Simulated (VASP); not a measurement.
# GaP (F-43m): a series in biaxial strain in the (001) plane, part 2 of 2

Strain engineering needs slopes: what does biaxial strain in the (001) plane do to the lattice and the band edges of GaP?

VASP 6.6.1, plane waves and PAW; the level of theory is named at each step.

So far. Step 5 (Band edges, r2SCAN with spin-orbit coupling): The run ends at a pressure of 3.31 GPa.

**6. The whole series**

LASPH is off in runs at LDA and on in runs at TB-mBJ and r2SCAN.

Runs beyond LDA use the data sets made with LDA; this shifts their levels slightly, and their total energies have another zero (at TB-mBJ, which has no energy functional, they mean nothing).

The other members went through these steps as far as the tables show, with the same cutoff and, step by step, the same mesh; 38 runs are not shown. The session took 4.3 core hours (wall time by ranks) on a shared machine.

```
in-plane strain (%)  strain along the normal (%)  in-plane stress, tension positive (GPa)  energy above the unstrained row (meV/atom)  gap on the mesh, LDA (eV)
             -2.000                        1.772                                   -3.177                                       7.842                      1.171
             -1.500                        1.332                                   -2.342                                       4.424                      1.230
             -1.000                        0.889                                   -1.534                                       1.991                      1.288
             -0.500                        0.447                                   -0.750                                       0.533                      1.345
                  0                        0.000                                    0.006                                       0.000                      1.402
              0.500                       -0.456                                    0.736                                       0.405                      1.317
              1.000                       -0.905                                    1.447                                       1.676                      1.235
              1.500                       -1.371                                    2.126                                       3.803                      1.153
              2.000                       -1.834                                    2.784                                       6.750                      1.072
```

Slopes at zero strain, from cubics through all rows: strain ratio -0.899, stress over strain 149 GPa. For a cubic crystal strained in (001) the ratio is −2C₁₂/C₁₁.

Band edges at TB-mBJ with spin-orbit coupling, counted from the valence-band top at Γ, spin-orbit pairs averaged, with one row partly withheld:

```
in-plane strain (%)  gap (eV)  conduction band at Γ (eV)  Δ or X valley along z (eV)  Δ or X valley along x (eV)  lowest conduction level at L, [111] (eV)  lowest conduction level at L, [-111] (eV)  second valence level below the top (eV)  third valence level below the top (eV)
             -2.000     2.053                      3.281                       2.367                       2.053                                     2.596                                      2.596                                    0.045                                   0.283
             -1.500     2.114                      3.260                       2.351                       2.113                                     2.620                                      2.620                                    0.043                                   0.220
             -1.000     2.173                      3.238                       2.329                       2.172                                     2.638                                      2.638                                    0.039                                   0.161
             -0.500     2.232                      3.214                       2.309                       2.231                                     2.649                                      2.649                                    0.028                                   0.110
                  0     2.289                      3.188                       2.288                       2.288                                     2.655                                      2.655                                    0.000                                   0.079
              0.500     2.220                      3.116                       2.220                       2.299                                     2.611                                      2.611                                    0.045                                   0.112
              1.000     2.145                      3.036                       2.145                       2.304                                     2.556                                      2.556                                    0.096                                   0.158
              1.500         ?                      2.956                           ?                       2.308                                     2.497                                      2.497                                    0.147                                   0.208
              2.000     1.991                      2.875                       1.990                       2.312                                     2.434                                      2.434                                    0.198                                   0.257
```

Conduction masses, in electron masses:

```
in-plane strain (%)  conduction mass at Γ, along the strain axis or the normal of the plane  conduction mass at Γ, across the strain axis or in the plane  L [111] mass, longitudinal  L [111] mass, transverse along [1-10]
             -2.000                                                                   0.185                                                         0.193                       1.768                                  0.197
             -1.500                                                                   0.185                                                         0.190                       1.774                                  0.188
             -1.000                                                                   0.184                                                         0.188                       1.793                                  0.181
             -0.500                                                                   0.184                                                         0.186                       1.799                                  0.174
                  0                                                                   0.184                                                         0.184                       1.811                                  0.169
              0.500                                                                   0.182                                                         0.181                       1.790                                  0.164
              1.000                                                                   0.182                                                         0.179                       1.762                                  0.159
              1.500                                                                   0.180                                                         0.176                       1.744                                  0.155
              2.000                                                                   0.178                                                         0.174                       1.746                                  0.152
```

Band edges at r2SCAN with spin-orbit coupling, counted from the valence-band top at Γ, spin-orbit pairs averaged:

```
in-plane strain (%)  gap (eV)  conduction band at Γ (eV)  Δ or X valley along z (eV)  Δ or X valley along x (eV)  lowest conduction level at L, [111] (eV)  lowest conduction level at L, [-111] (eV)  second valence level below the top (eV)  third valence level below the top (eV)
             -2.000     1.522                      2.709                       1.874                       1.522                                     2.062                                      2.062                                    0.048                                   0.284
             -1.500     1.583                      2.684                       1.844                       1.583                                     2.083                                      2.083                                    0.045                                   0.221
             -1.000     1.644                      2.657                       1.817                       1.643                                     2.099                                      2.099                                    0.040                                   0.163
             -0.500     1.703                      2.628                       1.790                       1.703                                     2.108                                      2.108                                    0.029                                   0.114
                  0     1.762                      2.599                       1.762                       1.762                                     2.112                                      2.112                                    0.000                                   0.084
              0.500     1.688                      2.525                       1.688                       1.776                                     2.067                                      2.067                                    0.044                                   0.116
              1.000     1.608                      2.443                       1.609                       1.785                                     2.011                                      2.011                                    0.093                                   0.160
              1.500     1.526                      2.361                       1.526                       1.792                                     1.951                                      1.951                                    0.144                                   0.208
              2.000     1.445                      2.279                       1.444                       1.800                                     1.888                                      1.888                                    0.193                                   0.256
```

Conduction masses, in electron masses:

```
in-plane strain (%)  conduction mass at Γ, along the strain axis or the normal of the plane  conduction mass at Γ, across the strain axis or in the plane  L [111] mass, longitudinal  L [111] mass, transverse along [1-10]
             -2.000                                                                   0.148                                                         0.153                       1.736                                  0.165
             -1.500                                                                   0.147                                                         0.150                       1.756                                  0.158
             -1.000                                                                   0.146                                                         0.148                       1.751                                  0.151
             -0.500                                                                   0.145                                                         0.146                       1.773                                  0.146
                  0                                                                   0.143                                                         0.143                       1.763                                  0.141
              0.500                                                                   0.142                                                         0.141                       1.771                                  0.137
              1.000                                                                   0.139                                                         0.138                       1.764                                  0.134
              1.500                                                                   0.139                                                         0.137                       1.726                                  0.130
              2.000                                                                   0.136                                                         0.134                       1.704                                  0.127
```

**7. Working out the slope**

The quantity to fit is the splitting of the Δ or X valleys (z less x) at TB-mBJ with spin-orbit coupling: 0.315, 0.238, 0.156, 0.079, 0.000, -0.080, -0.159, -0.321 eV in the rows shown.

Fitting a parabola to the 8 known rows (d: strain along the axis less the strain across it, in %) gives E = − 3.41e-5 d² + 0.08362 d + 1.22e-5 in eV; the residuals are 8.8e-4 eV r.m.s.

For the withheld row, d = -2.871, the fit gives -0.2404 eV.

**8. Prediction against calculation**

The calculation gives -0.2400 eV, so the prediction is 0.0004 eV too low.

The splitting is Ξu times d, with d as a fraction, so the linear term gives Ξu = 8.4 eV.

**9. Summary of results**

- ratio of normal to in-plane strain: -0.899
- biaxial modulus: 149 GPa
- gap of the unstrained cell, TB-mBJ with spin-orbit coupling: 2.29 eV
- gap of the unstrained cell, r2SCAN with spin-orbit coupling: 1.76 eV
- shear deformation potential Ξu of the Δ or X valleys: 8.4 eV
- error of the predicted row: -0.4 meV

In words: As a check, the curvature of the energy gives 150 GPa for the same modulus (energy per volume = M × strain²), 0 % from the slope of the stress. At TB-mBJ with spin-orbit coupling the lowest conduction valley is Δ or X throughout, and the gap runs between 1.99 and 2.29 eV. At r2SCAN with spin-orbit coupling the lowest conduction valley is Δ or X throughout, and the gap runs between 1.44 and 1.76 eV. Hole masses are left out throughout, since the top bands are degenerate or cross in many series; of conduction masses, those of the Γ, L and (for Si and Ge under (001) strain) Δ valleys are kept where they change by under an eighth between rows. TB-mBJ is a potential fitted for gaps; it has no energy functional, so its total energies and forces mean nothing, and its bands tend to come out too narrow. r2SCAN opens gaps somewhat over GGA but leaves them below measured values as a rule. Δ or X levels are the lowest on their line, refined by a parabola unless they lie at X; the gap is read from all points sampled and can differ from the lowest valley by some meV, or by tens of meV where strain moves the valence top off Γ. Temperature, zero-point motion and excitons are left out.

[Lines on the potential files, build, host, timing and source positions are cut from VASP's logs without a mark.]

[Logs are printed without paths, hosts, clocks, repeated set-up lines and the standing remarks that a program may print on its own settings, such as how far it seeks lower states.]

[Hosts, paths, dates, database ids (printed as entryN), source tags and the programs' standing remarks are cut or masked in the printed files.]

[In band tables of VASP the shares of atoms and orbitals are scaled to a sum of 1 inside the atoms' spheres.]
